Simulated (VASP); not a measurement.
Output of a VASP run:

**OSZICAR**
```
       N       E                     dE             d eps       ncg     rms          rms(c)
DAV:   1     0.620009788814E+03    0.62001E+03   -0.23119E+04   344   0.137E+03
DAV:   2     0.558713642488E+02   -0.56414E+03   -0.55085E+03   353   0.390E+02
DAV:   3    -0.302923171515E+02   -0.86164E+02   -0.85024E+02   463   0.179E+02
DAV:   4    -0.351257325216E+02   -0.48334E+01   -0.47861E+01   488   0.455E+01
DAV:   5    -0.353054066856E+02   -0.17967E+00   -0.17947E+00   528   0.848E+00    0.174E+01
DAV:   6    -0.345779223639E+02    0.72748E+00   -0.36482E+01   488   0.868E+01    0.116E+01
DAV:   7    -0.326933589681E+02    0.18846E+01   -0.10417E+01   480   0.746E+01    0.728E+00
DAV:   8    -0.329836347336E+02   -0.29028E+00   -0.35973E+00   528   0.156E+01    0.403E+00
DAV:   9    -0.328576414313E+02    0.12599E+00   -0.12087E+00   485   0.175E+01    0.116E+00
DAV:  10    -0.328604188532E+02   -0.27774E-02   -0.14946E-01   456   0.787E+00    0.561E-01
DAV:  11    -0.328592530079E+02    0.11658E-02   -0.24718E-02   520   0.342E+00    0.374E-01
DAV:  12    -0.328582071586E+02    0.10458E-02   -0.11364E-02   496   0.204E+00    0.112E-01
DAV:  13    -0.328583523452E+02   -0.14519E-03   -0.16935E-03   488   0.353E-01    0.616E-02
DAV:  14    -0.328583624515E+02   -0.10106E-04   -0.98033E-05   520   0.130E-01    0.330E-02
DAV:  15    -0.328583765003E+02   -0.14049E-04   -0.32064E-05   424   0.472E-02    0.149E-02
DAV:  16    -0.328583762023E+02    0.29796E-06   -0.52732E-06   384   0.291E-02
   1 F= -.32858376E+02 E0= -.32858376E+02  d E =-.206164E-14
```

OUTCAR:
```
------------------------ aborting loop because EDIFF is reached ----------------------------------------
  FORCE on cell =-STRESS in cart. coord.  units (eV):
  Direction    XX          YY          ZZ          XY          YZ          ZX
  --------------------------------------------------------------------------------------
  Total        2.4865513      2.5425179      2.0884489      0.0290448     -0.3315062      0.1330136
  in kB       23.4944176     24.0232229     19.7329085      0.2744329     -3.1322683      1.2567914
  external PRESSURE =      22.4168497 kB  Pullay stress =       0.0000000 kB
  volume of cell :      169.57
      direct lattice vectors                 reciprocal lattice vectors
    -2.760000000  2.760000000  5.565000000     0.000000000  0.181159420  0.089847260
     2.760000000 -2.760000000  5.565000000     0.181159420  0.000000000  0.089847260
     2.760000000  2.760000000 -5.565000000     0.181159420  0.181159420  0.000000000
 POSITION                                       TOTAL-FORCE (eV/Angst)
 -----------------------------------------------------------------------------------
      2.76533      2.74585      0.00725         0.074304      0.002479     -0.000017
      2.75398      0.00863      2.78157         0.147565     -0.043341      0.029856
      0.01294      0.00826      0.01794        -0.033151     -0.024546     -0.120360
     -0.03447      2.76988      2.76012         0.071279     -0.040594      0.080156
      1.50385      1.41634      6.95802         0.344329     -0.286784     -0.131452
      4.17409      1.26457     -1.41156        -0.329839     -0.582043      0.222563
      1.26085      1.34480      1.40077        -0.491966      0.414826     -0.132527
     -1.39658      1.48167      4.18091         0.217480      0.560004      0.051779
 -----------------------------------------------------------------------------------
    total drift:                               -0.001312     -0.001043     -0.000960
  FREE ENERGIE OF THE ION-ELECTRON SYSTEM (eV)
  ---------------------------------------------------
  free  energy   TOTEN  =       -32.8583762023 eV

  energy  without entropy=      -32.8583762023  energy(sigma->0) =      -32.85837620
```
(Selected blocks of OUTCAR.)

### POSCAR
```
CuInS2
1
   -2.7600000000     2.7600000000     5.5650000000
    2.7600000000    -2.7600000000     5.5650000000
    2.7600000000     2.7600000000    -5.5650000000
In Cu S
2 2 4
Direct
  0.4980880000   0.5016170000  -0.0015970000
  0.2514800000   0.7488260000   0.5004740000
  0.0031080000   0.0039570000   0.0038410000
  0.7497800000   0.2417450000   0.4955460000
  0.8817420000   0.8975950000   0.5290190000
  0.1022630000   0.6293500000   0.9852630000
  0.3694780000   0.3542700000   0.4720370000
  0.6440620000   0.1226400000   0.0154160000
```

Question: Write an INCAR and KPOINTS that could have produced this output.

Answer: This is not unique; one that fits is the input of the run itself, PBE GGA, plane waves, VASP's PBE PAW potentials (set 64).

INCAR:
```
! general
SYSTEM   =  CuInS2
PREC     =  Accurate
ENCUT    =  300
LREAL    =  .False.
LASPH    =  .True.

! electronic loop
EDIFF    =  1E-6
NELM     =  100
ALGO     =  Normal
LMAXMIX  =  4

! smearing
ISMEAR   =  0
SIGMA    =  0.02

! functional
GGA      =  PE

! ions
ISIF     =  2

! output
LWAVE    =  .False.
LCHARG   =  .False.
```

KPOINTS:
```
Automatic mesh
0
Gamma
2 2 2
0.5 0.5 0.5
```

POTCAR, in this order: In_d Cu S (PBE.64 set). Program: vasp_std.

At this cut-off the stress carries a Pulay error, which pulls relaxed volumes low.

The structure is a typed CuInS2 crystal. The cell was not relaxed at this level, atoms are displaced from their ideal sites. The k-mesh is coarse (spacing up to 0.80 per Å, 2π included), so the numbers may not be converged in it. The run is one of a series of settings (KPOINTS 2×2×2 Γ-centred mesh shifted by (0.5, 0.5, 0.5) against the base run), some of them coarse on purpose.
